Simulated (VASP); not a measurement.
## A VASP 6.6.1 single-point calculation on AlN

INCAR

```
ENCUT = 520
LASPH = .TRUE.
METAGGA = MBJ
ISYM = 0
PREC = Accurate
NBANDS = 16
LCHARG = .FALSE.
ISIF = 2
IBRION = -1
NELM = 66
NSW = 0
ISMEAR = -1
SIGMA = 0.02
EDIFF = 1E-7
LREAL = .FALSE.
LWAVE = .FALSE.
```

KPOINTS

```
KPOINTS created by Atomic Simulation Environment
0
Gamma
4 4 4
0 0 0
```

POSCAR

```
Al N
 1.0000000000000000
     3.1066937601931870    0.0000000000000000    0.0000000000000000
    -1.5533468800965935    2.6904757181059007    0.0000000000000000
     0.0000000000000000    0.0000000000000000    4.8292338054000004
 Al  N
   2   2
Cartesian
  0.0000000000000000  1.7936504787372667 -0.0317922674036293
  1.5533468800965933  0.8968252393686333  2.3828246352963705
  0.0000000000000000  1.7936504787372667  1.8427549444286293
  1.5533468800965933  0.8968252393686333  4.2573718471286286
```

The recommended PBE PAW datasets give the neutral cell 16 valence electrons.

Command

```
mpirun -np 1 vasp_std
```

OSZICAR

```
N       E                     dE             d eps       ncg     rms          rms(c)
DAV:   1     0.111785646309E+03    0.11179E+03   -0.74785E+03  1152   0.901E+02
DAV:   2     0.368977338930E+02   -0.74888E+02   -0.69126E+02  1664   0.194E+02
DAV:   3     0.334348628646E+02   -0.34629E+01   -0.34531E+01  1312   0.426E+01
DAV:   4     0.334170431488E+02   -0.17820E-01   -0.17818E-01  1488   0.342E+00
DAV:   5     0.334168660142E+02   -0.17713E-03   -0.17713E-03  1336   0.342E-01    0.141E+01
DAV:   6     0.402051400895E+02    0.67883E+01   -0.49345E+01  1424   0.548E+01    0.955E+00
DAV:   7     0.389697341452E+02   -0.12354E+01   -0.10319E+01  1240   0.269E+01    0.707E+00
DAV:   8     0.393176904393E+02    0.34796E+00   -0.43385E+00  1152   0.151E+01    0.103E+01
DAV:   9     0.440285471361E+02    0.47109E+01   -0.24400E+01  1400   0.321E+01    0.765E+00
DAV:  10     0.443528858845E+02    0.32434E+00   -0.13818E+01  1176   0.297E+01    0.184E+00
...
DAV:  41     0.449344036770E+02    0.32125E-02   -0.36015E-05  1216   0.521E-02    0.104E-02
DAV:  42     0.449348706972E+02    0.46702E-03   -0.49103E-06  1336   0.191E-02    0.461E-03
DAV:  43     0.449320883323E+02   -0.27824E-02   -0.28128E-06  1376   0.117E-02    0.502E-03
DAV:  44     0.449353761720E+02    0.32878E-02   -0.35726E-06  1232   0.127E-02    0.264E-03
DAV:  45     0.449364068190E+02    0.10306E-02   -0.20294E-06  1208   0.118E-02    0.159E-03
DAV:  46     0.449359480151E+02   -0.45880E-03   -0.50161E-07  1184   0.468E-03    0.165E-03
DAV:  47     0.449354886805E+02   -0.45933E-03   -0.55309E-08   912   0.201E-03    0.105E-03
DAV:  48     0.449354267228E+02   -0.61958E-04   -0.38044E-08   616   0.183E-03    0.416E-04
DAV:  49     0.449354266987E+02   -0.24066E-07   -0.52569E-09   648   0.702E-04
   1 F= 0.44935427E+02 E0= 0.44935427E+02  d E =-.361575E-12
```

Standard output (part)

```
POSCAR found type information on POSCAR AlN
 POSCAR found :  2 types and       4 ions
 LDA part: xc-table for (None), standard interpolation
 POSCAR, INCAR and KPOINTS ok, starting setup
 WAVECAR not read
 entering main loop
```

It converged. Results: gap between bands v and c on the k mesh 5.50 eV; least direct gap on the k mesh 5.50 eV. Band v is the last that the valence electrons fill when counted band by band, and c is the next.

The MBJ potential has no energy functional, so only its levels carry meaning.

For comparison, a separate PBE run of the intended cell, on usual settings and not on those above, gives a gap of 4.33 eV on its mesh and a pressure of 10.7 GPa.

The run above took about 65 s on one core of a shared host (Intel Xeon Platinum 8488C) and held 0.16 GiB at most.
